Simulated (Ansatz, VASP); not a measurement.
# BiN: VASP beside Ansatz

One calculation is typed for both programs; each brings its own data sets. How far apart do they land? The cell is generated by rule, not measured, and may not be a known phase. The cell is taken from a series of runs on this material, whose earlier steps may have relaxed, scaled, displaced or heated it; both programs get it as it stands.

Program: Ansatz 0.2.0. Level of theory: plane waves, with VASP 6.6.1 beside it; zone-centre phonons at PBEsol. Results are calculated unless marked as measured.

The structure was built from a prototype and need not be the compound's stable phase.

## 1. The starting structure

Symmetry: Pmma, No. 51, orthorhombic system. Conventional cell: a = 6.720 Å, b = 3.364 Å, c = 3.602 Å, α = 90.00°, β = 90.00°, γ = 90.00°. Nearest to Bi lie 4 N at 2.18 to 2.78 Å. N has 4 Bi at 2.18 to 2.78 Å nearest. Farther neighbours and most contacts between anions are not listed.

As a file:

```cif
data_structure
_symmetry_space_group_name_H-M 'P 1'
_symmetry_Int_Tables_number 1
_cell_length_a 6.7196
_cell_length_b 3.3638
_cell_length_c 3.6015
_cell_angle_alpha 90.000
_cell_angle_beta 90.000
_cell_angle_gamma 90.000
_cell_volume 81.41
loop_
_atom_site_label
_atom_site_type_symbol
_atom_site_fract_x
_atom_site_fract_y
_atom_site_fract_z
_atom_site_occupancy
Bi1 Bi 0.75000 0.00000 0.56712 1
Bi2 Bi 0.25000 0.00000 0.43288 1
N3 N 0.25000 0.50000 0.81774 1
N4 N 0.75000 0.50000 0.18226 1
```

## 2. VASP: zone-centre phonons, PBEsol

Second derivatives magnify differences that forces hide, and they need a tight electronic threshold.

Lines of VASP's logs that name or quote its potential files are left out, and so is its time.

Contents of INCAR:

```
SYSTEM = BiN
PREC = Accurate
ENCUT = 600
EDIFF = 1E-08
NELM = 120
ISMEAR = 1
SIGMA = 0.15
LREAL = .FALSE.
ALGO = Normal
GGA = PS
NBANDS = 26
LORBIT = 11
LWAVE = .FALSE.
LCHARG = .FALSE.
ISIF = 2
IBRION = 8
LASPH = .TRUE.
GGA_COMPAT = .FALSE.
KPAR = 2
```

Contents of POSCAR:

```
BiN
1.0
    6.7195655637      0.0000000000      0.0000000000
    0.0000000000      3.3638455732      0.0000000000
    0.0000000000      0.0000000000      3.6015214676
Bi N
2 2
Direct
    0.7500000000      0.0000000000      0.5671221378
    0.2500000000      0.0000000000      0.4328778622
    0.2500000000      0.5000000000      0.8177405727
    0.7500000000      0.5000000000      0.1822594273
```

Contents of KPOINTS:

```
Automatic mesh
0
Gamma
6 12 10
0 0 0
```

Potentials, in the order of the species: Bi_d and N (PBE family, release 64).

On the command line:

```
> mpirun -np 2 vasp_std
```

Numbers of over 12 decimals in the logs are rounded to 6 here.

The log of the run:

```text
[banner, memory and clock lines left out]
running    2 mpi-ranks, on    1 nodes
 distrk:  each k-point on    1 cores,    2 groups
 distr:  one band on    1 cores,    1 groups

 POSCAR found type information on POSCAR BiN
 POSCAR found :  2 types and       4 ions
|                                                                             |
|               ----> ADVICE to this user running VASP <----                  |
|                                                                             |
|     You enforced a specific xc type in the INCAR file but a different       |
|     [... a line on the potential file left out ...]
|     I HOPE YOU KNOW WHAT YOU ARE DOING!                                     |
|                                                                             |

 LDA part: xc-table for (Slater+PW92), standard interpolation
 POSCAR, INCAR and KPOINTS ok, starting setup
 FFT: planning ... GRIDC
 FFT: planning ... GRID_SOFT
 FFT: planning ... GRID
 WAVECAR not read
 entering main loop
       N       E                     dE             d eps       ncg     rms          rms(c)
DAV:   1     0.459111915577E+03    0.45911E+03   -0.22926E+04  8752   0.204E+03
DAV:   2     0.326154425821E+02   -0.42650E+03   -0.41743E+03  9056   0.514E+02
DAV:   3    -0.231834112852E+02   -0.55799E+02   -0.54255E+02 11164   0.187E+02
DAV:   4    -0.258495176070E+02   -0.26661E+01   -0.26423E+01 10250   0.418E+01
DAV:   5    -0.259468880620E+02   -0.97370E-01   -0.97270E-01 12514   0.805E+00    0.120E+01
DAV:   6    -0.224483588284E+02    0.34985E+01   -0.45282E+01 12020   0.365E+01    0.720E+00
DAV:   7    -0.215518272007E+02    0.89653E+00   -0.54973E+00 10326   0.127E+01    0.277E+00
DAV:   8    -0.215425067827E+02    0.93204E-02   -0.57688E-01  9700   0.415E+00    0.100E+00
DAV:   9    -0.215302671800E+02    0.12240E-01   -0.45844E-02 10792   0.151E+00    0.326E-01
DAV:  10    -0.215310801132E+02   -0.81293E-03   -0.50322E-03 10654   0.573E-01    0.277E-01
DAV:  11    -0.215301996794E+02    0.88043E-03   -0.33126E-03 11058   0.354E-01    0.318E-02
DAV:  12    -0.215302322851E+02   -0.32606E-04   -0.26950E-04  9302   0.123E-01    0.164E-02
DAV:  13    -0.215302297099E+02    0.25752E-05   -0.27615E-05 13026   0.301E-02    0.323E-03
DAV:  14    -0.215302303158E+02   -0.60587E-06   -0.19673E-06  9662   0.835E-03    0.451E-03
DAV:  15    -0.215302300442E+02    0.27162E-06   -0.43434E-07  8642   0.397E-03    0.646E-04
DAV:  16    -0.215302300055E+02    0.38723E-07   -0.37299E-08  8346   0.164E-03    0.303E-04
DAV:  17    -0.215302300009E+02    0.46057E-08   -0.35485E-09  4964   0.506E-04
   1 F= -.21530230E+02 E0= -.21530428E+02  d E =0.593413E-03
 Linear response reoptimize wavefunctions to high precision
DAV:   1    -0.215302299868E+02    0.14050E-07   -0.16309E-09  5048   0.354E-04
DAV:   2    -0.215302299869E+02   -0.70941E-10   -0.49296E-10  4748   0.234E-04
 Linear response DOF=           6
 Linear response progress:
  Degree of freedom:   1/  6
       N       E                     dE             d eps       ncg     rms          rms(c)
RMM:   1    -0.351152597607E+00   -0.35115E+00    0.60612E-01 15410   0.979E+00
RMM:   2    -0.361612931807E+00   -0.10460E-01   -0.28156E-02 19917   0.107E+00    0.616E-02
RMM:   3    -0.361881598753E+00   -0.26867E-03   -0.22268E-03 22007   0.311E-01    0.336E-02
RMM:   4    -0.361902219130E+00   -0.20620E-04   -0.20361E-04 21897   0.971E-02    0.880E-03
RMM:   5    -0.361874993147E+00    0.27226E-04    0.61571E-05 22862   0.325E-02    0.498E-03
RMM:   6    -0.361874991457E+00    0.16902E-08    0.35166E-05 22836   0.127E-02    0.407E-03
RMM:   7    -0.361877564753E+00   -0.25733E-05    0.14607E-05 21516   0.595E-03    0.908E-04
RMM:   8    -0.361893416905E+00   -0.15852E-04    0.76243E-06 22711   0.260E-03    0.272E-04
RMM:   9    -0.361897206979E+00   -0.37901E-05    0.36795E-06 22309   0.118E-03    0.852E-05
RMM:  10    -0.361898579296E+00   -0.13723E-05    0.39178E-06 23606   0.551E-04    0.278E-05
RMM:  11    -0.361898695941E+00   -0.11665E-06    0.17354E-06 23613   0.290E-04    0.163E-05
RMM:  12    -0.361898504667E+00    0.19127E-06    0.12392E-06 23241   0.183E-04    0.637E-06
RMM:  13    -0.361898563878E+00   -0.59210E-07    0.78083E-07 24235   0.124E-04    0.208E-06
RMM:  14    -0.361898548685E+00    0.15193E-07    0.52324E-07 24183   0.948E-05    0.110E-06
RMM:  15    -0.361898557782E+00   -0.90973E-08    0.21514E-07 23645   0.803E-05    0.406E-07
RMM:  16    -0.361898561309E+00   -0.35272E-08    0.15284E-07 21065   0.717E-05    0.240E-07
RMM:  17    -0.361898562949E+00   -0.16394E-08    0.78508E-08 19255   0.675E-05    0.107E-07
 first order change of Fermi-energy   0.13043E-04
 force on displaced ion       1 direction 1 :  -1.283   0.000  -0.022
 Linear response progress:
  Degree of freedom:   2/  6
       N       E                     dE             d eps       ncg     rms          rms(c)
RMM:   1    -0.317850788558E+00   -0.31785E+00    0.34365E-01 17150   0.862E+00
RMM:   2    -0.324354584954E+00   -0.65038E-02   -0.24527E-02 21808   0.119E+00    0.734E-02
RMM:   3    -0.324184495691E+00    0.17009E-03   -0.21989E-03 23813   0.333E-01    0.400E-02
RMM:   4    -0.323752586345E+00    0.43191E-03   -0.16530E-04 23787   0.108E-01    0.175E-02
RMM:   5    -0.323740117760E+00    0.12469E-04   -0.26360E-05 24304   0.367E-02    0.699E-03
[...]
first order change of Fermi-energy   0.32205E-04
 force on displaced ion       1 direction 2 :   0.000  -6.214   0.019
 Linear response progress:
  Degree of freedom:   3/  6
       N       E                     dE             d eps       ncg     rms          rms(c)
RMM:   1    -0.320995515417E+00   -0.32100E+00    0.57836E-01 11549   0.960E+00
RMM:   2    -0.327791249372E+00   -0.67957E-02   -0.24264E-02 14674   0.124E+00    0.105E-01
RMM:   3    -0.327648208260E+00    0.14304E-03   -0.26657E-03 15742   0.377E-01    0.117E-01
RMM:   4    -0.327377340408E+00    0.27087E-03   -0.69101E-04 16158   0.134E-01    0.430E-02
RMM:   5    -0.327029854304E+00    0.34749E-03   -0.58701E-05 14038   0.638E-02    0.201E-02
RMM:   6    -0.326802839529E+00    0.22701E-03    0.42921E-05 15887   0.372E-02    0.530E-03
RMM:   7    -0.326825349333E+00   -0.22510E-04   -0.53494E-06 15231   0.133E-02    0.205E-03
RMM:   8    -0.326837725487E+00   -0.12376E-04   -0.19393E-05 16674   0.592E-03    0.523E-04
RMM:   9    -0.326838435540E+00   -0.71005E-06   -0.14963E-05 16323   0.230E-03    0.287E-04
RMM:  10    -0.326842164289E+00   -0.37287E-05   -0.81915E-06 15465   0.107E-03    0.569E-05
RMM:  11    -0.326841765124E+00    0.39917E-06   -0.49154E-06 17477   0.541E-04    0.393E-05
RMM:  12    -0.326841896604E+00   -0.13148E-06   -0.24147E-06 16397   0.269E-04    0.134E-05
RMM:  13    -0.326842145167E+00   -0.24856E-06   -0.17225E-06 17726   0.159E-04    0.390E-06
RMM:  14    -0.326842088717E+00    0.56451E-07   -0.88511E-07 17063   0.109E-04    0.191E-06
RMM:  15    -0.326842093886E+00   -0.51695E-08   -0.45809E-07 17323   0.868E-05    0.934E-07
RMM:  16    -0.326842068494E+00    0.25393E-07   -0.28913E-07 18157   0.751E-05    0.554E-07
RMM:  17    -0.326842068121E+00    0.37291E-09   -0.17631E-07 15258   0.690E-05    0.163E-07
RMM:  18    -0.326842061858E+00    0.62631E-08   -0.10792E-07 11653   0.659E-05    0.150E-07
RMM:  19    -0.326842062282E+00   -0.42448E-09   -0.68833E-08 11544   0.644E-05    0.335E-08
 first order change of Fermi-energy  -0.64568E-01
 force on displaced ion       1 direction 3 :   0.000   0.000  -6.868
 Linear response progress:
  Degree of freedom:   4/  6
       N       E                     dE             d eps       ncg     rms          rms(c)
RMM:   1    -0.239335879503E+00   -0.23934E+00    0.92413E-02 19431   0.209E+00
RMM:   2    -0.235942258070E+00    0.33936E-02   -0.11304E-02 19038   0.569E-01    0.825E-02
RMM:   3    -0.236760934572E+00   -0.81868E-03   -0.11796E-03 20863   0.193E-01    0.423E-02
RMM:   4    -0.237440672766E+00   -0.67974E-03   -0.26756E-04 20376   0.859E-02    0.129E-02
RMM:   5    -0.237444293256E+00   -0.36205E-05   -0.28225E-05 22013   0.345E-02    0.554E-03
RMM:   6    -0.237445913122E+00   -0.16199E-05   -0.27641E-06 21909   0.111E-02    0.309E-03
RMM:   7    -0.237446270322E+00   -0.35720E-06   -0.39405E-07 21478   0.411E-03    0.150E-03
RMM:   8    -0.237438473108E+00    0.77972E-05    0.74388E-08 21232   0.213E-03    0.194E-04
RMM:   9    -0.237438840529E+00   -0.36742E-06   -0.19479E-07 22003   0.649E-04    0.888E-05
RMM:  10    -0.237438892850E+00   -0.52322E-07    0.65776E-08 22012   0.255E-04    0.316E-05
RMM:  11    -0.237438835148E+00    0.57702E-07    0.11784E-07 22891   0.111E-04    0.157E-05
RMM:  12    -0.237438740817E+00    0.94331E-07    0.42760E-10 21069   0.660E-05    0.354E-06
RMM:  13    -0.237438736600E+00    0.42169E-08   -0.18989E-08 23655   0.421E-05    0.132E-06
 first order change of Fermi-energy   0.19761E-04
 force on displaced ion       3 direction 1 :  -0.430   0.000   0.019
 Linear response progress:
  Degree of freedom:   5/  6
       N       E                     dE             d eps       ncg     rms          rms(c)
RMM:   1    -0.236288155440E+00   -0.23629E+00    0.84109E-02 24523   0.253E+00
RMM:   2    -0.226217582782E+00    0.10071E-01   -0.73861E-03 19985   0.666E-01    0.111E-01
RMM:   3    -0.227162699619E+00   -0.94512E-03   -0.13340E-03 23065   0.215E-01    0.615E-02
RMM:   4    -0.227950998465E+00   -0.78830E-03   -0.21839E-04 22970   0.950E-02    0.195E-02
RMM:   5    -0.227974743578E+00   -0.23745E-04   -0.22054E-05 24109   0.291E-02    0.112E-02
RMM:   6    -0.227996054210E+00   -0.21311E-04   -0.38272E-06 23784   0.134E-02    0.244E-03
RMM:   7    -0.227964183069E+00    0.31871E-04   -0.81904E-07 23993   0.555E-03    0.955E-04
RMM:   8    -0.227968456951E+00   -0.42739E-05   -0.10314E-07 23471   0.197E-03    0.212E-04
RMM:   9    -0.227966256719E+00    0.22002E-05   -0.18110E-07 25670   0.809E-04    0.750E-05
RMM:  10    -0.227965590423E+00    0.66630E-06    0.16197E-07 25390   0.264E-04    0.316E-05
RMM:  11    -0.227965524995E+00    0.65429E-07   -0.11807E-07 25036   0.123E-04    0.599E-06
RMM:  12    -0.227965503249E+00    0.21745E-07   -0.54047E-08 25701   0.648E-05    0.195E-06
RMM:  13    -0.227965510300E+00   -0.70506E-08   -0.76504E-08 25265   0.456E-05    0.576E-07
 first order change of Fermi-energy   0.47278E-03
 force on displaced ion       3 direction 2 :   0.000  -6.905  -0.009
 Linear response progress:
  Degree of freedom:   6/  6
       N       E                     dE             d eps       ncg     rms          rms(c)
RMM:   1    -0.235908843710E+00   -0.23591E+00    0.62339E-02 16331   0.251E+00
RMM:   2    -0.225736024947E+00    0.10173E-01   -0.89384E-03 13780   0.621E-01    0.135E-01
RMM:   3    -0.226734845716E+00   -0.99882E-03   -0.25108E-03 15259   0.242E-01    0.145E-01
RMM:   5    -0.226845782265E+00   -0.38578E-03   -0.79951E-05 14634   0.619E-02    0.264E-02
RMM:   6    -0.227102519395E+00   -0.25674E-03   -0.30988E-05 15820   0.352E-02    0.860E-03
RMM:   7    -0.227067194354E+00    0.35325E-04    0.21262E-06 15068   0.146E-02    0.200E-03
RMM:   8    -0.227069825991E+00   -0.26316E-05    0.80533E-06 16317   0.506E-03    0.881E-04
RMM:   9    -0.227069265441E+00    0.56055E-06   -0.10699E-06 14919   0.210E-03    0.148E-04
RMM:  10    -0.227070091947E+00   -0.82651E-06    0.11987E-07 17337   0.742E-04    0.736E-05
RMM:  11    -0.227069942851E+00    0.14910E-06    0.71972E-07 16506   0.279E-04    0.175E-05
RMM:  12    -0.227070089720E+00   -0.14687E-06    0.34724E-08 17032   0.127E-04    0.779E-06
RMM:  13    -0.227070064952E+00    0.24768E-07    0.28356E-08 16685   0.663E-05    0.190E-06
RMM:  14    -0.227070063991E+00    0.96070E-09   -0.17923E-08 17801   0.417E-05    0.669E-07
 first order change of Fermi-energy  -0.23581E+00
 force on displaced ion       3 direction 3 :   0.000   0.000  -7.268
 Linear response finished
```

(Part 1 of 2 ends here.)

[Lines on the potential files, build, host, timing and source positions are cut from VASP's logs without a mark.]

[Logs are printed without paths, hosts, clocks, repeated set-up lines and the standing remarks that a program may print on its own settings, such as how far it seeks lower states.]

[Hosts, paths, dates, database ids (printed as entryN), source tags and the programs' standing remarks are cut or masked in the printed files.]
